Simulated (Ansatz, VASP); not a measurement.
**Two plane-wave programs on FeSi**

```
Fe Si
1.0
     4.32612    0.00000    0.00000
     0.00000    4.32612    0.00000
     0.00000    0.00000    4.32612
Fe Si
4 4
Direct
  0.13925 0.13925 0.13925
  0.36075 0.86075 0.63925
  0.63925 0.36075 0.86075
  0.86075 0.63925 0.36075
  0.84219 0.84219 0.84219
  0.65781 0.15781 0.34219
  0.34219 0.65781 0.15781
  0.15781 0.34219 0.65781
```

Alike in both runs: functional PBE; k mesh 8 × 8 × 8; occupations gaussian, width 0.05 eV; no spin polarisation.

Ansatz relaxed the structure, and its values are those at the end. VASP's run is a single point on that final structure, the one shown.

|  | VASP | Ansatz |
| --- | --- | --- |
| version | VASP 6.6.1 | Ansatz 0.2.0 |
| potentials or method | VASP PAW PBE potentials, release 64 (Fe, Si) | scalar-relativistic, plane waves, PAW |
| plane-wave cutoff (eV) | 520 | 420 |
| valence electrons in the cell | 48 | 80 |

|  | VASP | Ansatz | Ansatz less VASP |
| --- | --- | --- | --- |
| gap on the k mesh at the Fermi level (eV) | 0.16 | 0.16 | +0.006 |
| least direct gap on the mesh (eV) | 0.17 | 0.18 | +0.004 |
| pressure (GPa) | 22.5 | 22.1 | -0.33 |
| rms of the force components (eV/Å) | 0.017 | 0.002 | -0.0151 |

The two sets of potentials don't hold the same shells in valence. Ansatz warned: «stress_scf_threshold_loose».

Caveats: so large a pressure means that the cell lies far from this level's equilibrium, or that cutoff or potentials fall short (VASP). Spin polarisation is off, so any magnetic state and its effect on volume and gap are missing.
